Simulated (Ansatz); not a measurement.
**AlCu3 under changes of volume**

One of the cells (12.031 Å³/atom); the others are scaled copies at fixed shape and fractional positions:

```xyz
4
Lattice="3.6374 0.0000 0.0000 0.0000 3.6374 0.0000 0.0000 0.0000 3.6374" Properties=species:S:1:pos:R:3 pbc="T T T"
Cu    0.0000    1.8187    1.8187
Cu    1.8187    0.0000    1.8187
Cu    1.8187    1.8187    0.0000
Al    0.0000    0.0000    0.0000
```

The cell comes from a database or a generator and needn't be the stable form of this composition.

- Program: Ansatz 0.2.0
- Functional: r2SCAN
- Potentials or basis: Ansatz PAW
- Cutoff: 500 eV (not typed: the program's choice for these potentials)
- k mesh: 7 × 7 × 7
- Occupations: fermi-dirac, width 0.05 eV
- Spin: no spin polarisation

```tsv
volume (Å³/atom)	energy over the lowest point (meV/atom)	pressure (GPa)
11.309	25.60	11.5
11.550	11.47	7.4
11.790	3.14	3.7
12.031	0.00	0.5
12.272	1.50	-2.4
12.512	?	?
12.753	16.42	-7.3
```

What does the run at 12.512 Å³/atom give?

Energy over the lowest point 7.12 meV/atom; pressure -5.0 GPa.

Worked out: A Birch-Murnaghan fit of order 3 (a polynomial in V^(-2/3)) to the other rows has its minimum at 12.07 Å³/atom with B0 = V·E''(V) = 152 GPa and B' = 4.7. It gives 7.10 meV/atom at 12.512 Å³/atom, against the run's 7.12, and -dE/dV = -5.0 GPa, against -5.0.

Energies are extrapolated to zero smearing.

Caveats: the PAW data sets come from PBE, with cores solved anew for the run's functional, which leaves a small shift of forces and pressure.
